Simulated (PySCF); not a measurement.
Structure problem from calculated spectra and properties.

Formula: C2H4O2.

* XPS: C1s 292.8, C1s 295.0, O1s 538.2, O1s 540.0 eV [ΔSCF SCAN, pcX-2 on the ionised atom, pcseg-1 elsewhere, spin-free X2C]
* UV, first state: lowest singlet excitation: 6.02 eV (206 nm, f = 0.002) [TDDFT CAM-B3LYP/def2-SVPD]
* Dipole: 2.10 D [CAM-B3LYP/def2-SVPD]
* Rotational structure: rotational constants A, B, C: 21.068, 6.717, 5.263 GHz [GFN2-xTB]
* 13C NMR: chemical shifts (computed TMS as zero) by class: 164.8 (1 C), 49.0 (1 C) ppm [GIAO PBE0/pcSseg-1]
* 1H NMR: chemical shifts (computed TMS as zero) by class: 8.05 (1 H), 4.14 (3 H) ppm [GIAO PBE0/pcSseg-1]
* Couplings: largest of the computed one-bond spin–spin couplings (means over like bonds): 13C–1H +228.9, 13C–1H +152.0 (×3), 17O–13C +38.9, 17O–13C +26.6, 17O–13C +18.8 Hz [B3LYP/pcJ-1]

Gas-phase values; electronic properties from PySCF, density fitting. Levels stand in brackets. One conformer (not necessarily the lowest) at the GFN2-xTB geometry, without solvent, vibrations or thermal averaging. NMR classes are plain means over equivalent atoms (diastereotopic ones count apart unless rotation or inversion swaps them), as if these changed places fast.

Question: Propose a structure and show how it fits.

Answer: Numbering: `[CH3:1][O:2][CH:3]=[O:4]`. Its formula, C2H4O2, gives 1 degree of unsaturation: 0 rings and 1 π bond in the structure found. 2 carbons fall into 2 classes; from least to most shielded: ester carbonyl carbon [C3] (164.8 ppm), methoxy carbon [C1] (49.0 ppm). Hydrogen classes from least to most shielded: 1 H on an ester carbonyl carbon, C3 (8.05 ppm), 3 H on a methoxy carbon, C1 (4.14 ppm, a mean of values up to 2.1 ppm apart in this geometry). The couplings run between: +228.9 Hz, ester carbonyl carbon [C3] and its hydrogen; +152.0 Hz, methoxy carbon [C1] and its hydrogen (with 2 like pairs); +38.9 Hz, ester single-bonded oxygen [O2] and ester carbonyl carbon [C3]; +26.6 Hz, ester carbonyl oxygen [O4] and ester carbonyl carbon [C3]; +18.8 Hz, ester single-bonded oxygen [O2] and methoxy carbon [C1]. The core levels belong to: C1s 292.8 eV, methoxy carbon [C1]; C1s 295.0 eV, ester carbonyl carbon [C3]; O1s 538.2 eV, ester carbonyl oxygen [O4]; O1s 540.0 eV, ester single-bonded oxygen [O2]. By its constants the optimised geometry is an asymmetric top. Structure: `COC=O` (methyl formate). Computed isomers that give other values at the same levels: `CC(=O)O` (13C chemical shifts (computed TMS as zero) by class: 174.7 (1 C), 21.3 (1 C) ppm). The assignments are read from this structure; whether some other isomer fits the data as well wasn't checked.

Conformer computed: `[CH3:1][O:2][CH:3]=[O:4]`: C1–O2–C3–O4 0°.
